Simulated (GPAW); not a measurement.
A run of GPAW 26.7.0 is set up as follows.

run.py

```python
from ase.calculators.mixing import SumCalculator
from ase.filters import FrechetCellFilter
from ase.io import read, write
from ase.optimize import BFGS
from dftd3.ase import DFTD3
from gpaw import GPAW, PW, setup_paths

setup_paths.insert(0, '.')

atoms = read('POSCAR')

calc = GPAW(mode=PW(600),
            xc='PBEsol',
            kpts={'size': (8, 8, 8), 'gamma': True},
            occupations={'name': 'fermi-dirac', 'width': 0.05},
            nbands=19,
            convergence={'density': 1e-05, 'forces': 0.0001},
            maxiter=150,
            txt='gpaw.txt')
atoms.calc = SumCalculator([calc, DFTD3(method='pbesol', damping='d3bj')])
opt = BFGS(FrechetCellFilter(atoms), trajectory='relax.traj', logfile='-')
done = opt.run(fmax=0.02, steps=100)
calc.write('gs.gpw')
write('result.traj', atoms)
print('Converged:', done)
print('Cell:', atoms.cell.cellpar().round(4))
print('Volume:', round(atoms.get_volume(), 4))
print(atoms.get_scaled_positions().round(5))
```

The input POSCAR:

```
SnSe
1.0
    0.0000000000      3.0100000000      3.0100000000
    3.0100000000      0.0000000000      3.0100000000
    3.0100000000      3.0100000000      0.0000000000
Sn Se
1 1
Direct
    0.0000000000      0.0000000000      0.0000000000
    0.5000000000      0.5000000000      0.5000000000
```

Potentials or basis: PAW data sets generated in the run's folder for this functional, pw.

Run with:

```console
$ gpaw-setup -f PBEsol Se Sn
$ OMP_NUM_THREADS=1 python run.py
```

Q: Predict the relaxed volume.

A: 25.23 Å³/atom.

Q: What does it give for the band gap on the k mesh?

A: 0.73 eV, indirect (least direct gap 0.92 eV).

Q: What does it give for the relaxed cell?

A: a = 4.148 Å, b = 4.148 Å, c = 4.148 Å, α = 60.00°, β = 60.00°, γ = 60.00°.

Q: What does it give for the space group after relaxing (to 0.05 Å)?

A: Fm-3m (No. 225).

Step by step:
```csv
step,energy change (eV),largest force (eV/Å),pressure (GPa),volume (Å³)
1,0.0000,0.0000,-4.05,54.54
2,-0.0185,0.0000,-3.39,53.74
3,-0.0547,0.0000,0.40,50.12
4,-0.0552,0.0000,-0.03,50.47
```

Caveat: later steps reuse the first step's grids; spin-orbit coupling is left out, which moves the levels of the heavy elements. A k mesh can miss the band edges.
